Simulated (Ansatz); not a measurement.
Method: DFT PBE, scalar-relativistic, plane waves, PAW in Ansatz. All cells share a 420 eV cutoff and Γ-centred k meshes spaced at most about 0.3 Å⁻¹ (about 0.25 or finer for metals, 2π included). No spin polarisation.

All energies are static (0 K, no zero-point motion).

Two forms of Zn₅O₃ were relaxed alike.

A. Space group P3m1 (No. 156), trigonal, a = 3.206 Å, c = 12.188 Å. Around Zn on its first site lie 4 O at 1.97–2.00 Å; Zn on its second site has 3 O at 2.02 Å and 3 Zn at 2.81 Å; Zn on its third site has 4 O at 1.96–1.99 Å; Zn on its fourth site has 1 O at 1.97 Å and 3 Zn at 2.63 Å; around O on its first site lie 4 Zn at 1.96–2.00 Å; 3 more sites not described.

B. Space group I4/mmm (No. 139), tetragonal, a = 3.082 Å, c = 19.923 Å. Zn on a site of symmetry 4mm has 1 O at 2.18 Å and 4 Zn at 2.52 Å; Zn on a site of symmetry 4/mmm is surrounded by 6 O at 2.17–2.18 Å; Zn on a second site of symmetry 4mm is surrounded by 5 O at 2.17–2.18 Å; O on a site of symmetry 4mm is surrounded by 6 Zn at 2.17–2.18 Å; O on a site of symmetry 4/mmm has 6 Zn at 2.17–2.18 Å.

Problem. Which is lower in energy, and by how much?

Solution. A is lower, by 148 meV/atom. A has space group P3m1 (No. 156), 13.6 Å³/atom and no gap on its mesh; B has space group I4/mmm (No. 139), 11.8 Å³/atom and no gap. Counting O atoms around Zn (those within 1.25 times the shortest such distance or 1.15 times the sum of covalent radii, 1.27 where that leaves under three; a plus sign parts nearer from farther groups; the shortest distance is added where it exceeds 1.18 times the sum of covalent radii; a slash parts the counts of unlike sites), A has Zn 1/3/4/3+3 from 3.5 Å and B has Zn 1/5/6. The lower one is the more open, so pressure narrows the difference. Both come from invented guesses.

Cells relaxed within their symmetry can be saddle points.
